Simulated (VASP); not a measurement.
# Bi (Im-3m) in VASP: a series of runs

The runs below take Bi through single point, relaxation of cell and atoms, with PBEsol.

Everything below comes from runs of VASP 6.6.1. Logs are shortened: lines on timing, memory, paths and dates and some standing lists are left out, and cuts for length are marked.

**1. The crystal as given**

The structure is cubic, space group Im-3m (No. 229). The conventional cell has a = 3.754 Å, b = 3.754 Å, c = 3.754 Å, α = 90.00°, β = 90.00°, γ = 90.00°. Bi (site symmetry m-3m) is surrounded by 8 Bi at 3.25 Å.

This isn't the form of Bi at room conditions, which is rhombohedral.

**2. Single point, PBEsol**

Contents of INCAR:

```
SYSTEM = Bi
PREC = Accurate
ENCUT = 520
EDIFF = 1E-6
ISMEAR = 0
SIGMA = 0.1
LREAL = .False.
LASPH = .True.
NELM = 100
ALGO = Normal
ISIF = 2
LWAVE = .False.
LCHARG = .False.
GGA = PS
NBANDS = 14
```

Contents of KPOINTS:

```
Automatic mesh
0
Gamma
  16 16 16
  0 0 0
```

Contents of POSCAR:

```
Bi
1.0
   -1.8772154759      1.8772154759      1.8772154759
    1.8772154759     -1.8772154759      1.8772154759
    1.8772154759      1.8772154759     -1.8772154759
Bi
1
Direct
    0.0000000000      0.0000000000      0.0000000000
```

Potentials or basis: VASP PAW PBE potentials, release 64 (Bi_d).

Command:

```bash
$ cat potpaw_PBE.64/Bi_d/POTCAR > POTCAR
$ mpirun -np 1 vasp_std > vasp.out
```

OUTCAR:

```text
SYSTEM = Bi
   PREC = Accurate
   ENCUT = 520
   EDIFF = 1E-6
   ISMEAR = 0
   LREAL = .False.
   LASPH = .True.
   NELM = 100
   ISIF = 2
   GGA = PS

 ion  position               nearest neighbor table
   1  0.000  0.000  0.000-

  LATTYP: Found a body centered cubic cell.
 ALAT       =     3.7544309518

  Lattice vectors:

 A1 = (  -1.8772154759,   1.8772154759,   1.8772154759)
 A2 = (   1.8772154759,  -1.8772154759,   1.8772154759)
 A3 = (   1.8772154759,   1.8772154759,  -1.8772154759)

Analysis of symmetry for initial positions (statically):
=====================================================================
 Subroutine PRICEL returns:
 Original cell was already a primitive cell.

 Routine SETGRP: Setting up the symmetry group for a
 body centered cubic supercell.

 Subroutine GETGRP returns: Found 48 space group operations
 (whereof 48 operations were pure point group operations)
 out of a pool of 48 trial point group operations.

The static configuration has the point symmetry O_h .

Analysis of symmetry for dynamics (positions and initial velocities):
=====================================================================
 Subroutine PRICEL returns:
 Original cell was already a primitive cell.

 Routine SETGRP: Setting up the symmetry group for a
 body centered cubic supercell.

 Subroutine GETGRP returns: Found 48 space group operations
 (whereof 48 operations were pure point group operations)
 out of a pool of 48 trial point group operations.

The dynamic configuration has the point symmetry O_h .

 Subroutine INISYM returns: Found 48 space group operations
 (whereof 48 operations are pure point group operations),
 and found     1 'primitive' translations

----------------------------------------------------------------------------------------

                                     Primitive cell

  volume of cell :      26.4608

  direct lattice vectors                    reciprocal lattice vectors
    -1.877215476  1.877215476  1.877215476     0.000000000  0.266351949  0.266351949
     1.877215476 -1.877215476  1.877215476     0.266351949  0.000000000  0.266351949
     1.877215476  1.877215476 -1.877215476     0.266351949  0.266351949  0.000000000

  length of vectors
     3.251432581  3.251432581  3.251432581     0.376678538  0.376678538  0.376678538

  position of ions in fractional coordinates (direct lattice)
     0.000000000  0.000000000  0.000000000

  ion indices of the primitive-cell ions
   primitive index   ion index
                 1           1

----------------------------------------------------------------------------------------

 KPOINTS: Automatic mesh

Automatic generation of k-mesh.
 Grid dimensions read from file:
 generate k-points for:   16   16   16

 Generating k-lattice:

  Cartesian coordinates                     Fractional coordinates (reciprocal lattice)
     0.000000000  0.016646997  0.016646997     0.062500000  0.000000000  0.000000000
     0.016646997  0.000000000  0.016646997     0.000000000  0.062500000  0.000000000
     0.016646997  0.016646997  0.000000000     0.000000000  0.000000000  0.062500000

  Length of vectors
     0.023542409  0.023542409  0.023542409

  Shift w.r.t. Gamma in fractional coordinates (k-lattice)
     0.000000000  0.000000000  0.000000000

 Subroutine IBZKPT returns following result:
 ===========================================

 Found    145 irreducible k-points:

 Following reciprocal coordinates:
            Coordinates               Weight
  0.000000  0.000000  0.000000      1.000000
  0.062500  0.000000  0.000000     12.000000
  0.125000  0.000000  0.000000     12.000000
  0.187500  0.000000  0.000000     12.000000
  0.250000  0.000000  0.000000     12.000000
  0.312500  0.000000  0.000000     12.000000
[... 16 lines left out ...]
  0.187500  0.187500  0.000000     24.000000
  0.250000  0.187500  0.000000     48.000000
 [... further k-points ...]
   k-points           NKPTS =    145   k-points in BZ     NKDIM =    145   number of bands    NBANDS=     14
   number of dos      NEDOS =    301   number of ions     NIONS =      1
   total plane-waves  NPLWV =  13824
   dimension x,y,z NGX =    24 NGY =   24 NGZ =   24
   dimension x,y,z NGXF=    48 NGYF=   48 NGZF=   48
   ions per type =               1
   NGX,Y,Z   is equivalent  to a cutoff of  12.27, 12.27, 12.27 a.u.
   NGXF,Y,Z  is equivalent  to a cutoff of  24.54, 24.54, 24.54 a.u.
 SYSTEM =  Bi
   PREC   = accura    normal or accurate (medium, high low for compatibility)
   ISTART =      0    job   : 0-new  1-cont  2-samecut
   ICHARG =      2    charge: 1-file 2-atom 10-const
   ISPIN  =      1    spin polarized calculation?
   LNONCOLLINEAR =      F non collinear calculations
   LSORBIT =      F    spin-orbit coupling
   LASPH  =      T    aspherical Exc in radial PAW
   ENCUT  =  520.0 eV  38.22 Ry    6.18 a.u.   6.05  6.05  6.05*2*pi/ulx,y,z
   NELM   =    100;   NELMIN=  2; NELMDL= -5     # of ELM steps
   EDIFF  = 0.1E-05   stopping-criterion for ELM
   LREAL  =      F    real-space projection
   EDIFFG = 0.1E-04   stopping-criterion for IOM
   NSW    =      0    number of steps for IOM
   IBRION =     -1    ionic relax: 0-MD 1-quasi-New 2-CG
   NFREE  =      0    steps in history (QN), initial steepest desc. (CG)
   ISIF   =      2    stress and relaxation
   ISYM   =      2    0-nonsym 1-usesym 2-fastsym
   POTIM  = 0.5000    time-step for ionic-motion
   TEBEG  =    0.0;   TEEND  =   0.0 temperature during run
   PSTRESS=    0.0 pullay stress
   NELECT =      15.0000    total number of electrons
   NUPDOWN=      -1.0000    fix difference up-down
   EMIN   =  10.00;   EMAX   =-10.00  energy-range for DOS
   EFERMI =   0.00;   METHOD = LEGACY
   ISMEAR =     0;   SIGMA  =   0.10  broadening in eV -4-tet -1-fermi 0-gaus
   EFERMI_NEDOS =   21; number of points for ismear=-14 and -15
   IALGO  =     38    algorithm
   IMIX   =      4    mixing-type and parameters
     AMIX     =   0.40;   BMIX     =  1.00
     AMIX_MAG =   1.60;   BMIX_MAG =  1.00
  volume/ion in A,a.u.               =      26.46       178.57
  Fermi-wavevector in a.u.,A,eV,Ry     =   1.354891  2.560373 24.976630  1.835730
  Thomas-Fermi vector in A             =   2.482025
   LORBIT       =      0    0 simple, 1 ext, 2 COOP (PROOUT), +10 PAW based schemes
   GGA     = PS    functional components
   LHFCALC =     F    Hartree Fock is set to
   AEXX    =    0.0000 exact exchange contribution
   IVDW    =     0    specifies the selected vdW correction
   LEPSILON=     F    determine dielectric tensor
   LRPA    =     F    only Hartree local field effects (RPA)
 non-spin polarized calculation
 Gauss-broadening in eV      SIGMA  =   0.10
  energy-cutoff  :      520.00
  volume of cell :       26.46
 maximum number of plane-waves:       733
   NGX = 13   NGY = 13   NGZ = 13

 number of electron      14.9999992 magnetization

 Free energy of the ion-electron system (eV)
  ---------------------------------------------------
  ext. energy  EPLUGINS =         0.00000000
  ---------------------------------------------------
  free energy    TOTEN  =        -4.12223068 eV

  energy without entropy =       -4.11957386  energy(sigma->0) =       -4.12090227

 E-fermi :   9.8896     XC(G=0): -11.2363

 val. band max:        9.8888022809   @ k =   0.3125   0.1250   0.0625
 cond. band min:       9.9330566293   @ k =   0.3125   0.1875   0.1250
 fundamental gap:      0.0442543484
 Fermi energy:         9.8895929023

 k-point     1 :       0.0000    0.0000    0.0000
  band No.  band energies     occupation
      1     -13.1941      2.00000
      2     -13.1941      2.00000
      3     -13.1941      2.00000
      4     -12.9752      2.00000
      5     -12.9752      2.00000
      6      -4.8636      2.00000
      7      16.3234      0.00000
      8      16.3234      0.00000
      9      16.3234      0.00000
     10      20.3954      0.00000
     11      20.3954      0.00000
     12      20.3954      0.00000
     13      21.3509      0.00000
     14      22.7513      0.00000

 k-point     2 :       0.0625    0.0000    0.0000
  band No.  band energies     occupation
      1     -13.1969      2.00000
      2     -13.1900      2.00000
      3     -13.1810      2.00000
      4     -12.9784      2.00000
      5     -12.9756      2.00000
      6      -4.7773      2.00000
      7      15.3997      0.00000
      8      16.0216      0.00000
      9      16.2160      0.00000
     10      19.7835      0.00000
     11      20.1437      0.00000
     12      20.3033      0.00000
     13      21.9157      0.00000
     14      23.1298      0.00000

 k-point     3 :       0.1250    0.0000    0.0000
  band No.  band energies     occupation
      1     -13.2048      2.00000
      2     -13.1792      2.00000
      3     -13.1435      2.00000
      4     -12.9870      2.00000
      5     -12.9768      2.00000
      6      -4.5187      2.00000
      7      13.4926      0.00000
      8      15.2931      0.00000
      9      15.9023      0.00000
     10      18.8944      0.00000
     11      19.6480      0.00000
     12      20.2464      0.00000
     13      22.5759      0.00000
     14      24.0406      0.00000

 k-point     4 :       0.1875    0.0000    0.0000
  band No.  band energies     occupation
      1     -13.2166      2.00000
      2     -13.1660      2.00000
      3     -13.0867      2.00000
      4     -12.9974      2.00000
      5     -12.9785      2.00000
      6      -4.0900      2.00000
      7      11.3764      0.00000
      8      14.4167      0.00000
      9      15.4396      0.00000
     10      18.1357      0.00000
     11      19.1513      0.00000
     12      20.4443      0.00000
     13      22.9009      0.00000
     14      25.2160      0.00000

 k-point     5 :       0.2500    0.0000    0.0000
  band No.  band energies     occupation
      1     -13.2304      2.00000
      2     -13.1568      2.00000
      3     -13.0188      2.00000
      4     -13.0044      2.00000
      5     -12.9803      2.00000
      6      -3.4983      2.00000
      7       9.2998      2.00000
      8      13.5673      0.00000
      9      14.9302      0.00000
     10      17.5371      0.00000
     11      18.7261      0.00000
[... 276 lines left out ...]
 k-point    22 :       0.4375    0.1250    0.0000
  band No.  band energies     occupation
      1     -13.2451      2.00000
      2     -13.1520      2.00000
      3     -12.9946      2.00000
      4     -12.9893      2.00000
      5     -12.8591      2.00000
      6      -0.6403      2.00000
      7       4.1290      2.00000
      8      10.1503      0.00023
      9      13.0406      0.00000
     10      17.6435      0.00000
     11      20.1332      0.00000
     12      22.5706      0.00000
     13      23.3309      0.00000
     14      29.1939      0.00000

 k-point    23 :       0.1875    0.1875    0.0000
  band No.  band energies     occupation
      1     -13.2169      2.00000
      2     -13.1484      2.00000
      3     -13.0136      2.00000
      4     -12.9928      2.00000
      5     -12.9534      2.00000
      6      -2.6046      2.00000
      7       7.8948      2.00000
      8      10.7020      0.00000
      9      13.6843      0.00000
     10      18.8397      0.00000
     11      19.4451      0.00000
     12      22.2197      0.00000
     13      23.8192      0.00000
     14      25.3127      0.00000

 k-point    24 :       0.2500    0.1875    0.0000
  band No.  band energies     occupation
      1     -13.2216      2.00000
      2     -13.1349      2.00000
      3     -13.0096      2.00000
      4     -12.9972      2.00000
      5     -12.9199      2.00000
      6      -1.8548      2.00000
      7       6.6094      2.00000
      8       9.6774      1.99730
      9      13.2641      0.00000
     10      18.6819      0.00000
     11      19.9520      0.00000
     12      22.4661      0.00000
     13      24.8780      0.00000
     14      25.0168      0.00000

 [... further k-points ...]

------------------------ aborting loop because EDIFF is reached ----------------------------------------

  FORCE on cell =-STRESS in cart. coord.  units (eV):
  Direction    XX          YY          ZZ          XY          YZ          ZX
  --------------------------------------------------------------------------------------
  -------------------------------------------------------------------------------------
  Total        1.6564070      1.6564070      1.6564070     -0.0000000     -0.0000000      0.0000000
  in kB      100.2940759    100.2940759    100.2940759     -0.0000000     -0.0000000      0.0000000
  external PRESSURE =     100.2940759 kB  Pullay stress =       0.0000000 kB

 VOLUME and BASIS-vectors are now :
 -----------------------------------------------------------------------------
  energy-cutoff  :      520.00
  volume of cell :       26.46
      direct lattice vectors                 reciprocal lattice vectors
    -1.877215476  1.877215476  1.877215476     0.000000000  0.266351949  0.266351949
     1.877215476 -1.877215476  1.877215476     0.266351949  0.000000000  0.266351949
     1.877215476  1.877215476 -1.877215476     0.266351949  0.266351949  0.000000000

 POSITION                                       TOTAL-FORCE (eV/Angst)
 -----------------------------------------------------------------------------------
      0.00000      0.00000      0.00000        -0.000000     -0.000000      0.000000
 -----------------------------------------------------------------------------------
    total drift:                                0.000000      0.000000     -0.000000

  FREE ENERGIE OF THE ION-ELECTRON SYSTEM (eV)
  ---------------------------------------------------
  free  energy   TOTEN  =        -4.1222306833 eV

  energy  without entropy=       -4.1195738568  energy(sigma->0) =       -4.12090227
```

It took 27 s on 1 thread of Intel Xeon Platinum 8488C (Sapphire Rapids), shared host; peak memory 0.17 GiB.

Results:

| Item | Value |
| --- | --- |
| Free energy | -4.1222 eV |
| Pressure | 10.0 GPa |
| Band gap on the k mesh | none (metal or under the smearing width) |

Levels at points of the mesh, in eV from the Fermi level:
```
           k point  band 6  band 7  band 8  band 9  band 10  band 11
(0.00, 0.00, 0.00)  -14.75    6.43    6.43    6.43    10.51    10.51
(0.50, 0.00, 0.00)  -10.69   -6.07    1.94    3.91     6.65     8.07
(0.50, 0.50, 0.50)   -7.76   -2.16   -2.16   -2.16     3.41     3.41
```

Caveat: the PAW data sets were made with another functional, which shifts forces and pressure a little; spin-orbit coupling is left out, which moves the levels of the heavy elements.

**3. Relaxation of cell and atoms, PBEsol, target pressure 10.1 GPa, at which the enthalpy is minimised**

This run uses another cell than the first one, of 31.12 Å³/atom, 1.176 times its volume.

Contents of INCAR:

```
SYSTEM = Bi
  PREC = Accurate
  ENCUT = 600
  EDIFF = 1E-6
  ISMEAR = 0
  SIGMA = 0.1
  LREAL = .FALSE.
  LASPH = .TRUE.
  NELM = 100
  ALGO = Normal
  ISIF = 3
  LWAVE = .FALSE.
  LCHARG = .FALSE.
  GGA = PS
  IBRION = 2
  NSW = 100
  EDIFFG = -0.002
  PSTRESS = 101.0
```

Contents of KPOINTS:

```
Automatic mesh
0
G
  16 16 16
  0 0 0
```

Contents of POSCAR:

```
Bi
1.0
   -1.9814305318      1.9814305318      1.9814305318
    1.9814305318     -1.9814305318      1.9814305318
    1.9814305318      1.9814305318     -1.9814305318
Bi
1
Direct
    0.0000000000      0.0000000000      0.0000000000
```

Potentials or basis: VASP PAW PBE potentials, release 64 (Bi_d).

Command:

```bash
$ cat potpaw_PBE.64/Bi_d/POTCAR > POTCAR
$ mpirun -np 1 vasp_std > vasp.out
```

Wall time 3.4 min (1 thread of Intel Xeon Platinum 8488C (Sapphire Rapids), shared host); peak memory 0.21 GiB.

It converged, with:

| Item | Value |
| --- | --- |
| Free energy | -4.1234 eV |
| Relaxed volume | 26.47 Å³/atom |
| Relaxed cell | a = 3.252 Å, b = 3.252 Å, c = 3.252 Å, α = 109.47°, β = 109.47°, γ = 109.47° |
| Space group after relaxing (to 0.05 Å) | Im-3m (No. 229) |
| Energy change on relaxing (the enthalpy is what falls) | +89.2 meV/atom |
| Ionic steps | 7 |
| Pressure after relaxing | 10.1 GPa |
| Band gap on the k mesh | none (metal or under the smearing width) |

Step by step:
```tsv
step	energy change (eV)	largest force (eV/Å)	pressure (GPa)	volume (Å³)
1	0.0000	0.0000	-2.02	31.12
2	0.7922	0.0000	41.74	21.68
3	0.0766	0.0000	9.26	26.68
4	0.0867	0.0000	9.94	26.51
5	0.0922	0.0000	10.29	26.42
6	0.0855	0.0000	9.82	26.53
7	0.0892	0.0000	10.11	26.47
```

Final structure:
```cif
data_structure
_symmetry_space_group_name_H-M 'P 1'
_symmetry_Int_Tables_number 1
_cell_length_a 3.2518
_cell_length_b 3.2518
_cell_length_c 3.2518
_cell_angle_alpha 109.471
_cell_angle_beta 109.471
_cell_angle_gamma 109.471
_cell_volume 26.47
loop_
_atom_site_label
_atom_site_type_symbol
_atom_site_fract_x
_atom_site_fract_y
_atom_site_fract_z
_atom_site_occupancy
Bi1 Bi 0.00000 0.00000 0.00000 1
```

Levels at points of the mesh, in eV from the Fermi level:
```csv
k point,band 6,band 7,band 8,band 9,band 10,band 11
"(0.00, 0.00, 0.00)",-14.75,6.43,6.43,6.43,10.51,10.51
"(0.50, 0.00, 0.00)",-10.69,-6.07,1.94,3.91,6.65,8.07
"(0.50, 0.50, 0.50)",-7.76,-2.16,-2.16,-2.16,3.42,3.42
```

Caveat: the cell is relaxed towards a set pressure, so the enthalpy falls and the energy may rise; the PAW data sets were made with another functional, which shifts forces and pressure a little; spin-orbit coupling is left out, which moves the levels of the heavy elements.
